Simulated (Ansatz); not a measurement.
# Pb under changes of volume

One of the cells (40.672 Å³/atom); the others are scaled copies at fixed shape and fractional positions:

```xyz
2
Lattice="0.0000 3.4390 3.4390 3.4390 0.0000 3.4390 3.4390 3.4390 0.0000" Properties=species:S:1:pos:R:3 pbc="T T T"
Pb    1.7195    1.7195    1.7195
Pb    0.0000    0.0000    0.0000
```

This isn't the form of Pb at room conditions, which is fcc.

- Program: Ansatz 0.2.0
- Functional: PBE
- Potentials or basis: all-electron LAPW, scalar-relativistic
- Cutoff: 249 eV (chosen from the basis error)
- Basis error allowed: 0.0005 eV/atom
- k mesh: 7 × 7 × 7
- Occupations: fermi-dirac, width 0.05 eV
- Spin: no spin polarisation

```csv
volume (Å³/atom),energy over the lowest point (meV/atom),pressure (GPa)
38.232,?,?
39.045,54.07,4.0
39.859,35.79,3.2
40.672,21.65,2.4
41.486,11.22,1.7
42.299,4.12,1.1
43.112,0.00,0.5
```

Problem. What does the run at 38.232 Å³/atom give?

Solution. Energy over the lowest point 76.96 meV/atom; pressure 5.0 GPa.

Worked out: A Birch-Murnaghan fit of order 3 (a polynomial in V^(-2/3)) to the other rows has its minimum at 43.99 Å³/atom, just outside them, with B0 = V·E''(V) = 25 GPa and B' = 4.8. It gives 76.95 meV/atom at 38.232 Å³/atom, against the run's 76.96, and -dE/dV = 5.0 GPa, against 5.0.

Energies are extrapolated to zero smearing.
